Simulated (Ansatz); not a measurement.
## SiC: distorted cells

Theory: DFT PBE, scalar-relativistic, plane waves, PAW in Ansatz 0.2.0.

Plane waves to 420 eV, a k mesh through Γ of 12×12×12 on the computed 2-atom cell and Gaussian smearing (0.02 eV); no spin polarisation.

Reference cell:

```yaml
crystal:
  lattice:
    - [0.00000, 2.17400, 2.17400]
    - [2.17400, 0.00000, 2.17400]
    - [2.17400, 2.17400, 0.00000]
  atoms:
    - { symbol: Si, position: [0.00000, 0.00000, 0.00000] }
    - { symbol: C, position: [0.75000, 0.75000, 0.75000] }
```

Each variant moves atoms of this cell by the vectors given, if any (Å), and then applies a symmetric strain (tensor components, Cartesian axes). The reference cell isn't relaxed at this level. Energies are per atom at zero smearing, counted from the lowest variant. Pressure is positive in compression.

1. strain (xx yy zz yz xz xy, %) 1.61 1.61 1.61 0.00 0.00 0.00
2. no strain; moves: Si1 (-0.140, -0.071, 0.162)
3. strain (xx yy zz yz xz xy, %) 2.82 2.82 2.82 0.00 0.00 0.00
4. strain (xx yy zz yz xz xy, %) 1.65 1.65 1.65 0.00 0.00 0.00
5. strain (xx yy zz yz xz xy, %) 2.81 2.81 2.81 0.00 0.00 0.00
6. strain (xx yy zz yz xz xy, %) 3.31 3.31 3.31 0.00 0.00 0.00

```json
{"variant": "1", "ΔE (meV/atom)": "?", "P (GPa)": "?", "largest force (eV/Å)": "?", "gap on mesh (eV)": "?", "space group": "?"}
{"variant": "2", "ΔE (meV/atom)": "195.3", "P (GPa)": "9.59", "largest force (eV/Å)": "3.28", "gap on mesh (eV)": "0.23", "space group": "P1"}
{"variant": "3", "ΔE (meV/atom)": "?", "P (GPa)": "?", "largest force (eV/Å)": "?", "gap on mesh (eV)": "?", "space group": "?"}
{"variant": "4", "ΔE (meV/atom)": "0.4", "P (GPa)": "-5.47", "largest force (eV/Å)": "0.00", "gap on mesh (eV)": "1.40", "space group": "F-43m"}
{"variant": "5", "ΔE (meV/atom)": "20.5", "P (GPa)": "-11.53", "largest force (eV/Å)": "0.00", "gap on mesh (eV)": "1.42", "space group": "F-43m"}
{"variant": "6", "ΔE (meV/atom)": "33.4", "P (GPa)": "-13.86", "largest force (eV/Å)": "0.00", "gap on mesh (eV)": "1.44", "space group": "F-43m"}
```

**Question.** Give the withheld rows.

**Answer.**
```csv
variant,ΔE (meV/atom),P (GPa),largest force (eV/Å),gap on mesh (eV),space group
1,0.0,-5.25,0.00,1.40,F-43m
3,20.8,-11.61,0.00,1.42,F-43m
```